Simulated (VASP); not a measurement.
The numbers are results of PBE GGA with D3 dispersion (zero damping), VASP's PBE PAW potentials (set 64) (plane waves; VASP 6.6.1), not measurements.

The input files of a VASP run:

### POSCAR
```
CaF2
1
    0.0000000000     2.6874736992     2.6874736992
    2.6874736992     0.0000000000     2.6874736992
    2.6874736992     2.6874736992     0.0000000000
Ca F
1 2
Direct
  0.0000000000   0.0000000000   0.0000000000
  0.2500000000   0.2500000000   0.2500000000
  0.7500000000   0.7500000000   0.7500000000
```

**INCAR**
```
ALGO=Normal
EDIFF=1E-7
ENCUT=520
GGA=PE
ISIF=2
ISMEAR=0
IVDW=11
LASPH=.True.
LCHARG=.False.
LREAL=.False.
LWAVE=.False.
NELM=100
PREC=Accurate
SIGMA=0.05
SYSTEM=CaF2
```

File KPOINTS:
```
K-points
0
Gamma
7 7 7
```

POTCAR, in this order: Ca_sv F (PBE.64 set). Program: vasp_std.

The resulting files:

### OSZICAR
```
       N       E                     dE             d eps       ncg     rms          rms(c)
DAV:   1     0.223383180882E+03    0.22338E+03   -0.14189E+04   648   0.155E+03
DAV:   2    -0.907695299871E+01   -0.23246E+03   -0.22762E+03   808   0.391E+02
DAV:   3    -0.182505199888E+02   -0.91736E+01   -0.91672E+01   672   0.887E+01
DAV:   4    -0.185654733789E+02   -0.31495E+00   -0.31486E+00  1120   0.128E+01
DAV:   5    -0.185676069522E+02   -0.21336E-02   -0.21336E-02   656   0.116E+00    0.799E+00
DAV:   6    -0.172422766819E+02    0.13253E+01   -0.70234E+00   664   0.192E+01    0.303E+00
DAV:   7    -0.172453510926E+02   -0.30744E-02   -0.18014E-01   840   0.387E+00    0.164E+00
DAV:   8    -0.172629602785E+02   -0.17609E-01   -0.34005E-02   816   0.228E+00    0.189E-01
DAV:   9    -0.172668412016E+02   -0.38809E-02   -0.72168E-03   784   0.699E-01    0.129E-01
DAV:  10    -0.172676554469E+02   -0.81425E-03   -0.12144E-03   840   0.259E-01    0.421E-02
DAV:  11    -0.172676690538E+02   -0.13607E-04   -0.12167E-04   760   0.112E-01    0.140E-02
DAV:  12    -0.172676749360E+02   -0.58822E-05   -0.23403E-05   864   0.469E-02    0.278E-03
DAV:  13    -0.172676752877E+02   -0.35172E-06   -0.20422E-06   800   0.131E-02    0.220E-03
DAV:  14    -0.172676751386E+02    0.14916E-06   -0.30231E-07   808   0.477E-03    0.698E-04
DAV:  15    -0.172676751013E+02    0.37225E-07   -0.19989E-08   592   0.144E-03
   1 F= -.17612267E+02 E0= -.17612267E+02  d E =-.107228E-18
```

### OUTCAR
```
------------------------ aborting loop because EDIFF is reached ----------------------------------------
 Edisp (eV)   -0.34459
  FORCE on cell =-STRESS in cart. coord.  units (eV):
  Direction    XX          YY          ZZ          XY          YZ          ZX
  --------------------------------------------------------------------------------------
  Total       1.39110     1.39110     1.39110    -0.00000     0.00000     0.00000
  in kB      57.41239    57.41239    57.41239    -0.00000     0.00000     0.00000
  external pressure =       57.41 kB  Pullay stress =        0.00 kB
  volume of cell :       38.82
      direct lattice vectors                 reciprocal lattice vectors
     0.000000000  2.687473699  2.687473699    -0.186048332  0.186048332  0.186048332
     2.687473699  0.000000000  2.687473699     0.186048332 -0.186048332  0.186048332
     2.687473699  2.687473699  0.000000000     0.186048332  0.186048332 -0.186048332
 POSITION                                       TOTAL-FORCE (eV/Angst)
 -----------------------------------------------------------------------------------
      0.00000      0.00000      0.00000        -0.000000      0.000000      0.000000
      1.34374      1.34374      1.34374         0.000000      0.000000      0.000000
      4.03121      4.03121      4.03121        -0.000000     -0.000000     -0.000000
 -----------------------------------------------------------------------------------
    total drift:                                0.000000      0.000000      0.000000
  FREE ENERGIE OF THE ION-ELECTRON SYSTEM (eV)
  ---------------------------------------------------
  free  energy   TOTEN  =       -17.6122665735 eV

  energy  without entropy=      -17.6122665735  energy(sigma->0) =      -17.61226657
```
(Selected blocks of OUTCAR.)

The compound is CaF2 in the fluorite structure. This cell is one point of a volume scan, at 0.94 of the reference volume.
